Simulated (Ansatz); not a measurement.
# InSb: the cost of one run

Computed with Ansatz 0.2.0 (DFT LDA, scalar-relativistic, plane waves, PAW, unless a step's input says otherwise).

2 further runs of the same task are left out: 1 that didn't finish, 1 set aside as unsound or not needed.

## Step 1: The system as given

It takes space group Pm-3m (No. 221, cubic). The conventional cell has a = 3.695 Å, b = 3.695 Å, c = 3.695 Å, α = 90.00°, β = 90.00°, γ = 90.00°. In (site symmetry m-3m) is surrounded by 8 Sb at 3.20 Å. Around Sb (site symmetry m-3m) lie 8 In at 3.20 Å.

As a file:

```cif
data_structure
_symmetry_space_group_name_H-M 'Pm-3m'
_symmetry_Int_Tables_number 221
_cell_length_a 3.6954
_cell_length_b 3.6954
_cell_length_c 3.6954
_cell_angle_alpha 90.000
_cell_angle_beta 90.000
_cell_angle_gamma 90.000
_cell_volume 50.46
loop_
_atom_site_label
_atom_site_type_symbol
_atom_site_symmetry_multiplicity
_atom_site_Wyckoff_symbol
_atom_site_fract_x
_atom_site_fract_y
_atom_site_fract_z
_atom_site_occupancy
In1 In 1 a 0.00000 0.00000 0.00000 1
Sb1 Sb 1 b 0.50000 0.50000 0.50000 1
```

It goes back to an entry of the Materials Project, which need not be the stable form.

It is built from the cell relaxed beforehand with the same method (25.23 Å³/atom).

## Step 2: The undisturbed cell

input.yaml reads:

```yaml
crystal:
  lattice:
    - [3.6953914532, 0.0, 0.0]
    - [0.0, 3.6953914532, 0.0]
    - [0.0, 0.0, 7.3907829064]
  atoms:
    - { symbol: In, position: [0.0, 0.0, 0.0] }
    - { symbol: In, position: [0.0, 0.0, 0.5] }
    - { symbol: Sb, position: [0.5, 0.5, 0.25] }
    - { symbol: Sb, position: [0.5, 0.5, 0.75] }
basis:
  ecutwfc: 420
kpoints:
  mp_grid: { grid: [10, 10, 6] }
hamiltonian:
  xc: lda
scf:
  occupations: { method: gaussian, width: 0.15 }
output:
  forces: true
  stress: true
  eigenvalues: true
  write_density: true
  write_potential: true
  elf: true
  volumetric_format: npy
```

Run with:

```bash
> ansatz run input.yaml --threads 1 --pin off --max-ram 2560MiB --backend cpu --events-out ev --progress --plain --runs-dir out
```

**Question.** How long does this run take on 1 thread of Intel Xeon Platinum 8259CL at 2.50GHz (Skylake/Cascade Lake), shared host, and how much memory does it need?

About 18 s, with a peak of 0.53 GiB.
